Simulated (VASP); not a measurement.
Write the native input for VASP 6.6.1 that does the following.

- Task: band structure
- Functional: PBEsol
- Potentials or basis: VASP PAW PBE potentials, release 64 (I)
- Cutoff: 520 eV
- k mesh: 8 × 8 × 4
- Occupations: gaussian, width 0.02 eV
- Spin: no spin polarisation
- Ladder: gaps
- Further INCAR settings: ALGO = Fast; EDIFF = 1e-06

The structure of I lies in POSCAR:

```
I
1.0
    3.6350350000     -2.3950200000      0.0000000000
    3.6350350000      2.3950200000      0.0000000000
    0.0000000000      0.0000000000      9.7934400000
I
4
Direct
    0.6493000000      0.3507000000      0.3844000000
    0.1493000000      0.8507000000      0.1156000000
    0.3507000000      0.6493000000      0.6156000000
    0.8507000000      0.1493000000      0.8844000000
```

One way to write it, as run:

INCAR

```
ALGO = Fast
EDIFF = 1E-6
ENCUT = 520
GGA = PS
ISIF = 2
ISMEAR = 0
LASPH = True
LCHARG = False
LREAL = False
LWAVE = False
NELM = 80
PREC = Accurate
SIGMA = 0.02
```

KPOINTS

```
k-points
0
Gamma
  8 8 4
```

KPOINTS_OPT

```
path GXSRAZGYX1A1TY,ZT
10
line-mode
reciprocal
 0.0000000000  0.0000000000  0.0000000000  G
 0.3585278261 -0.3585278261  0.0000000000  X

 0.3585278261 -0.3585278261  0.0000000000  X
 0.0000000000 -0.5000000000  0.0000000000  S

 0.0000000000 -0.5000000000  0.0000000000  S
 0.0000000000 -0.5000000000 -0.5000000000  R

 0.0000000000 -0.5000000000 -0.5000000000  R
 0.3585278261 -0.3585278261 -0.5000000000  A

 0.3585278261 -0.3585278261 -0.5000000000  A
 0.0000000000  0.0000000000 -0.5000000000  Z

 0.0000000000  0.0000000000 -0.5000000000  Z
 0.0000000000  0.0000000000  0.0000000000  G

 0.0000000000  0.0000000000  0.0000000000  G
-0.5000000000 -0.5000000000  0.0000000000  Y

-0.5000000000 -0.5000000000  0.0000000000  Y
-0.3585278261 -0.6414721739  0.0000000000  X1

-0.3585278261 -0.6414721739  0.0000000000  X1
-0.3585278261 -0.6414721739 -0.5000000000  A1

-0.3585278261 -0.6414721739 -0.5000000000  A1
-0.5000000000 -0.5000000000 -0.5000000000  T

-0.5000000000 -0.5000000000 -0.5000000000  T
-0.5000000000 -0.5000000000  0.0000000000  Y

 0.0000000000  0.0000000000 -0.5000000000  Z
-0.5000000000 -0.5000000000 -0.5000000000  T
```

Potentials or basis: VASP PAW PBE potentials, release 64 (I).

The run is started by

```console
$ cat potpaw_PBE.64/I/POTCAR > POTCAR
$ mpirun -np 1 vasp_std > vasp.out
```

Results of the run:

The pressure is 0.1 GPa, the largest force is 0.765 eV/Å and the band gap on the k mesh is 1.26 eV, indirect (least direct gap 1.37 eV). The band gap along the path is 1.25 eV, indirect (least direct gap 1.37 eV).

Caveat: the PAW data sets were made with another functional, which shifts forces and pressure a little; spin-orbit coupling is left out, which moves the levels of the heavy elements.

Run time: 5.7 min on 1 thread of Intel(R) Xeon(R) Platinum 8488C (Sapphire Rapids), with other jobs on the host, peak memory 0.46 GiB.
